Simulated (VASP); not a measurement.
**BaO in VASP 6.6.1, single-point calculation**

INCAR

```
ENCUT = 350
ISMEAR = 0
LWAVE = .FALSE.
ISIF = 2
NELM = 120
PREC = Accurate
LCHARG = .FALSE.
SIGMA = 0.01
NSW = 0
IBRION = -1
LREAL = .FALSE.
EDIFF = 1E-7
ALGO = Fast
METAGGA = R2SCAN
NBANDS = 15
LASPH = .TRUE.
```

KPOINTS

```
KPOINTS created by Atomic Simulation Environment
0
Gamma
8 8 8
0 0 0
```

POSCAR

```
Ba O
 1.0000000000000000
     0.0000000000000000    2.7996621084000002    2.7996621084000002
     2.7996621084000002    0.0000000000000000    2.7996621084000002
     2.7996621084000002    2.7996621084000002    0.0000000000000000
 Ba  O
   1   1
Cartesian
  0.0000000000000000  0.0000000000000000  0.0000000000000000
  2.7996621084000002  2.7996621084000002  2.7996621084000002
```

The recommended PBE PAW datasets give the neutral cell 16 valence electrons.

Command

```
mpirun -np 1 vasp_std
```

OSZICAR

```
N       E                     dE             d eps       ncg     rms          rms(c)
DAV:   1     0.303841822553E+02    0.30384E+02   -0.63350E+03   870   0.734E+02
DAV:   2    -0.423168314901E+02   -0.72701E+02   -0.65094E+02  1244   0.176E+02
DAV:   3    -0.452553453756E+02   -0.29385E+01   -0.29242E+01  1031   0.358E+01
DAV:   4    -0.452817259028E+02   -0.26381E-01   -0.26379E-01  1066   0.381E+00
DAV:   5    -0.452821369779E+02   -0.41108E-03   -0.41107E-03  1046   0.399E-01    0.848E+00
RMM:   6    -0.377569997513E+02    0.75251E+01   -0.40902E+00   903   0.112E+01    0.342E+00
RMM:   7    -0.378837820133E+02   -0.12678E+00   -0.33874E-01  1004   0.330E+00    0.242E+00
RMM:   8    -0.378979255820E+02   -0.14144E-01   -0.17727E-01   918   0.372E+00    0.863E-01
RMM:   9    -0.378869780760E+02    0.10948E-01   -0.32762E-02  1073   0.104E+00    0.182E-01
RMM:  10    -0.378875341249E+02   -0.55605E-03   -0.39325E-03  1107   0.341E-01    0.112E-01
RMM:  11    -0.378876940228E+02   -0.15990E-03   -0.70192E-04  1036   0.185E-01    0.247E-02
RMM:  12    -0.378876925522E+02    0.14706E-05   -0.18089E-04  1194   0.673E-02    0.133E-02
RMM:  13    -0.378876909905E+02    0.15617E-05   -0.31048E-05  1218   0.277E-02    0.420E-03
RMM:  14    -0.378876915132E+02   -0.52271E-06   -0.76757E-06  1211   0.116E-02    0.378E-03
RMM:  15    -0.378876936527E+02   -0.21395E-05   -0.26870E-06  1096   0.892E-03    0.103E-02
RMM:  16    -0.378876910470E+02    0.26058E-05   -0.20132E-06   979   0.892E-03    0.156E-03
RMM:  17    -0.378876909128E+02    0.13413E-06   -0.69109E-07   949   0.437E-03    0.104E-03
RMM:  18    -0.378876909482E+02   -0.35403E-07   -0.61174E-08   621   0.125E-03
   1 F= -.37887691E+02 E0= -.37887691E+02  d E =-.742220E-89
```

Standard output (part)

```
POSCAR found type information on POSCAR BaO
 POSCAR found :  2 types and       2 ions
 LDA part: xc-table for (None), standard interpolation
 POSCAR, INCAR and KPOINTS ok, starting setup
 WAVECAR not read
 entering main loop
```

From OUTCAR

```
k-points           NKPTS =     29   k-points in BZ     NKDIM =     29   number of bands    NBANDS=     15

   NELECT =      16.0000    total number of electrons

   dimension x,y,z NGX =    24 NGY =   24 NGZ =   24
   dimension x,y,z NGXF=    48 NGYF=   48 NGZF=   48

  energy-cutoff  :      350.00
  volume of cell :       43.89
      direct lattice vectors                 reciprocal lattice vectors
     0.000000000  2.799662108  2.799662108    -0.178592980  0.178592980  0.178592980
     2.799662108  0.000000000  2.799662108     0.178592980 -0.178592980  0.178592980
     2.799662108  2.799662108  0.000000000     0.178592980  0.178592980 -0.178592980

 k-points in reciprocal lattice and weights: KPOINTS created by Atomic Simulation Env
   0.00000000  0.00000000  0.00000000       0.002
   0.12500000  0.00000000  0.00000000       0.016
   0.25000000  0.00000000  0.00000000       0.016
   0.37500000  0.00000000  0.00000000       0.016
   0.50000000  0.00000000  0.00000000       0.008
   0.12500000  0.12500000  0.00000000       0.012
   0.25000000  0.12500000  0.00000000       0.047
   0.37500000  0.12500000  0.00000000       0.047
   ...

 E-fermi :   1.5515

 k-point     1 :       0.0000    0.0000    0.0000
  band No.  band energies     occupation
      1     -25.2548      2.00000
      2     -14.4975      2.00000
      3      -9.3978      2.00000
      4      -9.3978      2.00000
      5      -9.3978      2.00000
      6       1.1269      2.00000
      7       1.1269      2.00000
      8       1.1269      2.00000
      9       5.4012      0.00000
     10       6.5654      0.00000
     11       6.5654      0.00000
     12       6.5654      0.00000
     13       8.9229      0.00000
     14       8.9229      0.00000
     15      11.7680      0.00000

 k-point     2 :       0.1250    0.0000    0.0000
  band No.  band energies     occupation
      1     -25.2217      2.00000
      2     -14.5861      2.00000
      3      -9.4405      2.00000
      4      -9.4143      2.00000
      5      -9.4143      2.00000
      6       0.8130      2.00000
      7       0.9450      2.00000
      8       0.9450      2.00000
      9       6.0101      0.00000
     10       6.4347      0.00000
     11       6.8504      0.00000
     12       6.8504      0.00000
     13       9.3070      0.00000
     14       9.3070      0.00000
     15      12.7258      0.00000

 k-point     3 :       0.2500    0.0000    0.0000
  band No.  band energies     occupation
      1     -25.1402      2.00000
      2     -14.7995      2.00000
      3      -9.5374      2.00000
      4      -9.4533      2.00000
      5      -9.4533      2.00000
      6       0.2321      2.00000
      7       0.5458      2.00000
      8       0.5458      2.00000
      9       6.2884      0.00000
     10       7.5913      0.00000
     11       7.6199      0.00000
     12       7.6199      0.00000
     13      10.2689      0.00000
     14      10.2689      0.00000
     15      14.7843      0.00000

 ...

  Total       -2.0028316     -2.0028316     -2.0028316     -0.0000000      0.0000000     -0.0000000
  in kB      -73.1152829    -73.1152829    -73.1152829     -0.0000000      0.0000000     -0.0000000
  external PRESSURE =     -73.1152829 kB  Pullay stress =       0.0000000 kB

 POSITION                                       TOTAL-FORCE (eV/Angst)
 -----------------------------------------------------------------------------------
      0.00000      0.00000      0.00000        -0.000000      0.000000     -0.000000
      2.79966      2.79966      2.79966         0.000000     -0.000000      0.000000
 -----------------------------------------------------------------------------------
    total drift:                                0.000000     -0.000000      0.000000

  FREE ENERGIE OF THE ION-ELECTRON SYSTEM (eV)
  ---------------------------------------------------
  free  energy   TOTEN  =       -37.8876909482 eV

  energy  without entropy=      -37.8876909482  energy(sigma->0) =      -37.88769095
```

It converged. Results: gap between bands v and c on the k mesh 2.43 eV; least direct gap on the k mesh 2.43 eV; pressure -7.3 GPa. Band v is the last that the valence electrons fill when counted band by band, and c is the next.

These settings aren't sound, so the numbers aren't properties of the crystal.

On sound settings r²SCAN gives a gap of 2.41 eV on its mesh and a pressure of -0.6 GPa for the intended cell.

The run took about 31 s on one core of a shared host (Intel Xeon Platinum 8488C) and held 0.14 GiB at most.
